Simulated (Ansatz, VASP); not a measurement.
**Ag in VASP and in Ansatz**

The input INCAR:

```
PREC = Accurate
ENCUT = 520
EDIFF = 1E-7
ISMEAR = -1
SIGMA = 0.05
LREAL = False
LASPH = True
NELM = 80
ALGO = Normal
ISIF = 2
LWAVE = False
LCHARG = True
GGA = PE
LELF = True
LVHAR = True
NBANDS = 12
```

Contents of KPOINTS:

```
regular mesh
0
Gamma
  15 15 15
```

POSCAR

```
Ag
1.0
   -0.0408620000      2.0226690000      2.0226690000
    2.0226690000     -0.0408620000      2.0226690000
    2.0226690000      2.0226690000     -0.0408620000
Ag
1
Direct
    0.0000000000      0.0000000000      0.0000000000
```

Input for Ansatz:

```yaml
crystal:
  lattice:
    - [-0.040862, 2.022669, 2.022669]
    - [2.022669, -0.040862, 2.022669]
    - [2.022669, 2.022669, -0.040862]
  atoms:
    - { symbol: Ag, position: [0.0, 0.0, 0.0] }
kpoints:
  mp_grid: { grid: [15, 15, 15] }
  band_path:
    path:
      - [0.0, 0.0, 0.0]
      - [0.5, 0.5, 0.5]
      - [0.2551801333, 0.5, 0.7448198667]
      - [-0.2551801333, 0.2551801333, 0.5]
      - [0.0, 0.0, 0.5]
      - [0.0, 0.0, 0.0]
      - [-0.3775900666, 0.0, 0.3775900666]
      - [0.0, 0.3775900666, 0.6224099334]
      - [0.0, 0.5, 0.5]
    npoints: 5
scf:
  occupations: { method: fermi_dirac, width: 0.05 }
hamiltonian:
  xc: pbe
  pseudopotentials: { kind: all_electron, lapw: { basis_error: 0.001 } }
output:
  forces: true
  stress: true
  eigenvalues: true
```

Change from the starting cell: equal xy, yz and zx shear strains of -2 %.

Alike in both runs: task single point; functional PBE; k mesh 15 × 15 × 15; occupations fermi-dirac, width 0.05 eV; no spin polarisation.

|  | VASP | Ansatz |
| --- | --- | --- |
| version | VASP 6.6.1 | Ansatz 0.2.0 |
| potentials or method | VASP PAW PBE potentials, release 64 (Ag) | all-electron LAPW, scalar-relativistic |
| plane-wave cutoff (eV) | 520 | see its input |

|  | VASP | Ansatz | Ansatz less VASP |
| --- | --- | --- | --- |
| pressure (GPa) | 4.6 | 4.7 | +0.15 |
| largest component of the traceless stress (GPa) | 0.64 | 0.66 | +0.016 |

Ansatz ran all-electron here, so the differences hold the error of VASP's frozen core and of both bases.
